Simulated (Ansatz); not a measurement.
# KCl: single point with HSE06 form with a typed share of exact exchange

Crystal: KCl.

```
CELL_PARAMETERS angstrom
3.83920 0.00000 0.00000
0.00000 3.83920 0.00000
0.00000 0.00000 3.83920
ATOMIC_POSITIONS crystal
K 0.00000 0.00000 0.00000
Cl 0.50000 0.50000 0.50000
```

Measurements of this composition are mostly on another form, of space group No. 225.

* Program: Ansatz 0.2.0
* Task: single point
* Functional: HSE06 form with a typed share of exact exchange
* Potentials or basis: Ansatz PAW
* Cutoff: 420 eV (not typed: the program's choice for these potentials)
* k mesh: 4 × 4 × 4
* Occupations: fermi-dirac, width 0.05 eV
* Spin: no spin polarisation

```
Pressure               : -0.2 GPa
Band gap on the k mesh : 5.33 eV, indirect (least direct gap 5.54 eV)
```

Levels at points of the mesh, in eV from the valence-band top:
| k point | band 4 | band 5 | band 6 | band 7 | band 8 | band 9 | band 10 | band 11 | band 12 |
| --- | --- | --- | --- | --- | --- | --- | --- | --- | --- |
| (0.00, 0.00, 0.00) | -11.75 | -11.75 | -0.21 | -0.21 | -0.21 | 5.33 | 7.14 | 7.14 | 11.32 |
| (0.00, 0.00, -0.50) | -11.72 | -11.62 | -1.80 | -0.21 | -0.21 | 8.25 | 8.55 | 8.85 | 10.63 |
| (0.00, -0.50, -0.50) | -11.97 | -11.69 | -1.23 | -1.23 | 0.00 | 6.73 | 7.88 | 9.58 | 9.58 |
| (-0.50, -0.50, -0.50) | -11.92 | -11.92 | -1.34 | -1.34 | -1.34 | 9.33 | 9.33 | 9.33 | 10.58 |

It took 4.9 s on 2 threads of Intel(R) Xeon(R) 6975P-C (Granite Rapids), with other jobs on the host, peak memory 0.68 GiB.

Caveat: the PAW data sets come from PBE, with cores solved anew for the run's functional, which leaves a small shift of forces and pressure; the thresholds are loose for stress. A k mesh can miss the band edges.
